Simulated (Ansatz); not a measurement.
# KF: a line through a two-coordinate scan

One line of a two-coordinate grid on KF (Fm-3m, No. 225; 2 atoms in the cell): volume per atom is varied, at length along [111] over the lengths across it = 1.016.

Computed with Ansatz 0.2.0 (DFT LDA, scalar-relativistic, plane waves, PAW, unless a step's input says otherwise).

72 further runs of the same task are left out: 72 set aside as unsound or not needed.

### 1 Starting point

It takes space group Fm-3m (No. 225, cubic). The conventional cell has a = 5.163 Å, b = 5.163 Å, c = 5.163 Å, α = 90.00°, β = 90.00°, γ = 90.00°. Around K (site symmetry m-3m) lie 6 F at 2.58 Å. F (site symmetry m-3m) is surrounded by 6 K at 2.58 Å.

Structure file:

```cif
data_structure
_symmetry_space_group_name_H-M 'P 1'
_symmetry_Int_Tables_number 1
_cell_length_a 3.6511
_cell_length_b 3.6511
_cell_length_c 3.6511
_cell_angle_alpha 60.000
_cell_angle_beta 60.000
_cell_angle_gamma 60.000
_cell_volume 34.42
loop_
_atom_site_label
_atom_site_type_symbol
_atom_site_fract_x
_atom_site_fract_y
_atom_site_fract_z
_atom_site_occupancy
K1 K 0.00000 0.00000 0.00000 1
F1 F 0.50000 0.50000 0.50000 1
```

It is the result of an earlier relaxation at this level (volume 17.21 Å³/atom; gap on the mesh: 6.36 eV).

### 2 Plan of the line

The energy is mapped over volume and the cell's shape.

- volume per atom: 11 values from 15.831 to 18.585 Å³
- length along [111] over the lengths across it, relative to the cubic cell: 11 values from 0.923 to 1.083

Nothing else is relaxed (symmetry fixes all fractional coordinates). Energies count from the relaxed crystal. Points are written as (first, second).

### 3 Point (16.107 Å³, 1.016)

File input.yaml:

```yaml
crystal:
  lattice:
    - [0.027129112, 2.539083925, 2.539083925]
    - [2.539083925, 0.027129112, 2.539083925]
    - [2.539083925, 2.539083925, 0.027129112]
  atoms:
    - { symbol: K, position: [0.0, 0.0, 0.0] }
    - { symbol: F, position: [0.5, 0.5, 0.5] }
basis:
  ecutwfc: 520.0
kpoints:
  mp_grid: { grid: [8, 8, 8] }
hamiltonian:
  xc: lda
scf:
  occupations: { method: gaussian, width: 0.05 }
output:
  forces: true
  stress: true
  eigenvalues: true
  write_density: true
  write_potential: true
  elf: true
  volumetric_format: npy
```

Run with:

```console
$ ansatz run input.yaml --threads 1 --pin off --max-ram 2048MiB --backend cpu --events-out ev --progress --plain --runs-dir out
```

The session goes on with these runs: the other points of the line.

What does the calculation give? Wanted: for each run, volume per atom; energy; slope; pressure.

**Answer**, as computed:

| volume per atom (Å³) | step | energy (meV/atom) | slope (meV/atom per Å³) | pressure (GPa) | band gap on the k-mesh (eV) |
| --- | --- | --- | --- | --- | --- |
| 15.831 | – | 17.6 | −27.7 | 4.4 | 6.85 |
| 16.107 | 3 | 10.9 | −21.0 | 3.4 | 6.75 |
| 16.382 | 4 | 6.0 | −14.9 | 2.4 | 6.65 |
| 16.657 | 5 | 2.7 | −9.4 | 1.5 | 6.55 |
| 16.933 | 6 | 0.8 | −4.3 | 0.7 | 6.45 |
| 17.208 | 7 | 0.26 | 0.2 | 0.0 | 6.36 |
| 17.483 | 8 | 0.9 | 4.4 | −0.7 | 6.27 |
| 17.759 | 9 | 2.6 | 8.1 | −1.3 | 6.18 |
| 18.034 | 10 | 5.3 | 11.6 | −1.9 | 6.09 |
| 18.309 | 11 | 9.0 | 14.7 | −2.3 | 6.01 |
| 18.585 | 12 | 13.4 | 17.5 | −2.8 | 5.93 |

Energies count from the relaxed crystal. Rows without a step come from runs not printed here or follow by symmetry. Slopes come from the forces (and the stress, where the cell changes), not from differences of energies.

What this shows: The lowest point of the line is at 17.208 Å³, 0.26 meV/atom from the zero. Energies and slopes round the minimum, fitted together, put the minimum at 17.1943 Å³, with a curvature of about 16 meV/atom per (Å³)². V·d²E/dV² there is about 44 GPa, a bulk modulus under this line's constraint. The highest point computed, at 15.831 Å³, lies 17.4 meV/atom above the lowest. This is one cut through a surface in two coordinates; the map's lowest point lies off it.

These are semilocal Kohn-Sham gaps, which aren't the measured quantity. Such gaps usually fall short of the measured ones.
